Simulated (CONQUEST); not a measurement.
# HgTe under changes of volume

One of the cells (32.157 Å³/atom); the others are scaled copies at fixed shape and fractional positions:

```xyz
4
Lattice="4.4972 0.0000 0.0000 0.0000 4.4972 0.0000 0.0000 0.0000 6.3600" Properties=species:S:1:pos:R:3 pbc="T T T"
Hg    0.0000    0.0000    0.0000
Hg    2.2486    2.2486    3.1800
Te    0.0000    0.0000    3.1800
Te    2.2486    2.2486    0.0000
```

Measurements of this composition are mostly on another form, of space group No. 216.

- Program: CONQUEST 1.3
- Functional: LDA-PZ
- Potentials or basis: PseudoDojo NC LDA, DZP, grid of 48 × 48 × 60 points
- k mesh: 5 × 5 × 4
- Occupations: fermi-dirac, width 0.05 eV
- Spin: no spin polarisation

| volume (Å³/atom) | energy over the lowest point (meV/atom) | pressure (GPa) |
| --- | --- | --- |
| 30.228 | 0.00 | -5.5 |
| 30.871 | 23.42 | -6.2 |
| 31.514 | 49.09 | -6.6 |
| 32.157 | ? | ? |
| 32.801 | 104.67 | -7.2 |
| 33.444 | 134.27 | -7.5 |
| 34.087 | 164.96 | -7.8 |

Problem. What does the run at 32.157 Å³/atom give?

Solution. Energy over the lowest point 76.23 meV/atom; pressure -6.9 GPa.

Worked out: A Birch-Murnaghan fit of order 3 (a polynomial in V^(-2/3)) to the other rows has no minimum within the range. It gives 76.12 meV/atom at 32.157 Å³/atom, against the run's 76.23, and -dE/dV = -6.9 GPa, against -6.9.

Energies are extrapolated to zero smearing.

Caveats: the basis of atomic orbitals isn't converged, which shifts pressures, moduli and gaps; the real-space grid breaks the cell's symmetry a little (some runs).
